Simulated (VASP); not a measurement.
A run of VASP 6.6.1 is set up as follows.

File INCAR:

```
SYSTEM = In2H5
PREC = Accurate
ENCUT = 520
EDIFF = 1E-6
ISMEAR = 0
SIGMA = 0.1
LREAL = .FALSE.
LASPH = .TRUE.
NELM = 100
ALGO = Fast
ISIF = 2
LWAVE = .FALSE.
LCHARG = .TRUE.
GGA = PE
LELF = .TRUE.
LVHAR = .TRUE.
NBANDS = 24
```

Contents of KPOINTS:

```
Automatic mesh
0
G
  10 10 10
  0 0 0
```

Contents of POSCAR:

```
In2H5
1.0
   -2.7280781467      2.7280781467      4.4773103112
    2.7280781467     -2.7280781467      4.4773103112
    2.7280781467      2.7280781467     -4.4773103112
In H
2 5
Direct
    0.2855864560      0.2855864560      0.0000000000
    0.7144135440      0.7144135440      0.0000000000
    0.0000000000      0.0000000000      0.5000000000
    0.5000000000      0.0000000000      0.0000000000
    0.0000000000      0.5000000000      0.0000000000
    0.5000000000      0.5000000000      0.5000000000
    0.5000000000      0.5000000000      0.0000000000
```

Potentials or basis: VASP PAW PBE potentials, release 64 (In_d, H).

Launch:

```bash
$ cat potpaw_PBE.64/In_d/POTCAR potpaw_PBE.64/H/POTCAR > POTCAR
$ mpirun -np 1 vasp_std > vasp.out
```

**Question.** Predict the band gap on the k mesh.

**Answer.** None (metal or under the smearing width).

**Question.** What does it give for the largest force?

**Answer.** 0.010 eV/Å.

**Question.** Estimate the pressure.

**Answer.** -0.1 GPa.

Stress tensor (GPa, compression positive):
```
-0.06  0.00  0.00
 0.00 -0.06  0.00
 0.00  0.00 -0.13
```
